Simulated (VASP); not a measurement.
**GaP under changes of volume**

One of the cells (20.645 Å³/atom); the others are scaled copies at fixed shape and fractional positions:

```xyz
2
Lattice="0.0000 2.7433 2.7433 2.7433 0.0000 2.7433 2.7433 2.7433 0.0000" Properties=species:S:1:pos:R:3 pbc="T T T"
Ga    0.0000    0.0000    0.0000
P     4.1149    4.1149    4.1149
```

- Program: VASP 6.6.1
- Functional: r2SCAN
- Potentials or basis: VASP PAW PBE potentials, release 64 (Ga_d, P)
- Cutoff: 520 eV
- k mesh: 8 × 8 × 8
- Occupations: fermi-dirac, width 0.05 eV
- Spin: no spin polarisation

| volume (Å³/atom) | energy over the lowest point (meV/atom) | pressure (GPa) | gap on the mesh (eV) |
| --- | --- | --- | --- |
| 19.026 | 20.26 | 6.1 | 1.78 |
| 19.431 | ? | ? | ? |
| 19.836 | 0.21 | 1.9 | 1.87 |
| 20.645 | 0.00 | -1.7 | 1.93 |
| 21.050 | 6.18 | -3.2 | 1.91 |
| 21.455 | 15.93 | -4.5 | 1.84 |

Q: What does the run at 19.431 Å³/atom give?

A: Energy over the lowest point 7.46 meV/atom; pressure 4.0 GPa; gap on the mesh 1.83 eV.

Worked out: A Birch-Murnaghan fit of order 3 (a polynomial in V^(-2/3)) to the other rows has its minimum at 20.24 Å³/atom with B0 = V·E''(V) = 88 GPa and B' = 4.2. It gives 7.48 meV/atom at 19.431 Å³/atom, against the run's 7.46, and -dE/dV = 3.9 GPa, against 4.0. A parabola through the other rows of the gap, of slope 2.86 eV per unit of ln V there, gives 1.85 eV, against the run's 1.83.

Energies are extrapolated to zero smearing.

Caveats: the PAW data sets were made with another functional, which shifts forces and pressure a little.

A mesh can miss the band edges. Spin-orbit coupling on Ga is left out.
